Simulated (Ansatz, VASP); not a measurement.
# One calculation of Pb, two programs

Contents of INCAR:

```
PREC     = Accurate       # precision mode
ENCUT    = 520            # plane-wave cutoff, eV
EDIFF    = 1E-6           # SCF threshold, eV
ISMEAR   = -1             # smearing method
SIGMA    = 0.01           # smearing width, eV
LREAL    = False          # projectors in reciprocal space
LASPH    = True           # aspherical terms in the spheres
NELM     = 100            # most SCF steps
ALGO     = Normal         # electronic algorithm
ISIF     = 2              # what is computed and relaxed
LWAVE    = False          # write WAVECAR
LCHARG   = False          # write CHGCAR
GGA      = PE             # functional
NBANDS   = 13             # bands
```

The input KPOINTS:

```
regular mesh
0
Gamma
  11 11 11
```

POSCAR

```
Pb
1.0
    0.0000000000      2.5175937382      2.5175937382
    2.5175937382      0.0000000000      2.5175937382
    2.5175937382      2.5175937382      0.0000000000
Pb
1
Direct
    0.0000000000      0.0000000000      0.0000000000
```

Input for Ansatz:

```yaml
crystal:
  lattice:
    - [0.0, 2.5175937382, 2.5175937382]
    - [2.5175937382, 0.0, 2.5175937382]
    - [2.5175937382, 2.5175937382, 0.0]
  atoms:
    - { symbol: Pb, position: [0.0, 0.0, 0.0] }
hamiltonian:
  xc: pbe
  pseudopotentials:
    kind: paw
    azcp:
      Pb: "pseudopotentials/Pb.paw.azcp"
basis:
  ecutwfc: 420
  fft_grid_basis: typed
kpoints:
  mp_grid: { grid: [11, 11, 11], shift: [0, 0, 0] }
magnetization:
  spin_polarized: false
scf:
  occupations: { method: fermi_dirac, width: 0.01 }
  lower_state_search: "off"
output:
  stress: true
```

Alike in both runs: task single point; functional PBE; k mesh 11 × 11 × 11; occupations fermi-dirac, width 0.01 eV; no spin polarisation.

|  | VASP | Ansatz |
| --- | --- | --- |
| version | VASP 6.6.1 | Ansatz 0.2.0 |
| potentials or method | VASP PAW PBE potentials, release 64 (Pb_d) | plane waves (420 eV) with PAW, scalar-relativistic |
| plane-wave cutoff (eV) | 520 | 420 |
| valence electrons in the cell | 14 | 14 |

```tsv
	VASP	Ansatz	Ansatz less VASP
pressure (GPa)	-0.2	-0.1	+0.06
```

Spin-orbit coupling is left out, which matters for the levels of Pb.
